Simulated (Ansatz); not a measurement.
RbBr: one input, then a changed one

The cell is COD entry 1010048, as deposited and not checked against the literature; nothing was relaxed. It is an old determination, and later ones may differ. The listed cell was then made from it by scaling, straining or moving an atom.

First run: DFT, PBE, all-electron LAPW, scalar-relativistic (Ansatz 0.2.0).

Command: `ansatz run input.yaml --threads 1 --pin off --max-ram 2048MiB --backend cpu --events-out ev --progress --plain --runs-dir out` The run took about 8.1 s on 1 thread of a shared machine.

```yaml
crystal:
  lattice:
    - [0.0, 3.530325, 3.4275]
    - [3.530325, 0.0, 3.4275]
    - [3.530325, 3.530325, 0.0]
  atoms:
    - { symbol: Rb, position: [0.0, 0.0, 0.0] }
    - { symbol: Br, position: [0.5, 0.5, 0.5] }
kpoints:
  mp_grid: { grid: [7, 7, 7] }
scf:
  occupations: { method: fermi_dirac, width: 0.03 }
hamiltonian:
  xc: pbe
  pseudopotentials: { kind: all_electron, lapw: { basis_error: 0.001 } }
output:
  forces: true
  stress: true
  eigenvalues: true
```

Result: converged; pressure 0.17 GPa; gap on the k mesh 4.20 eV (the mesh can miss the band edges); 7 SCF iterations.

The input is then changed:

```diff
@@ -8,9 +8,9 @@
     - { symbol: Br, position: [0.5, 0.5, 0.5] }
 kpoints:
-  mp_grid: { grid: [7, 7, 7] }
+  mp_grid: { grid: [7, 7, 7], shift: [0.5, 0.5, 0.5] }
 scf:
   occupations: { method: fermi_dirac, width: 0.03 }
 hamiltonian:
-  xc: pbe
+  xc: lda
   pseudopotentials: { kind: all_electron, lapw: { basis_error: 0.001 } }
 output:
```

Question: Predict the outcome of the changed run.

Answer: It converged; pressure -1.78 GPa; gap on the k mesh 3.95 eV (the mesh can miss the band edges); 7 SCF iterations.
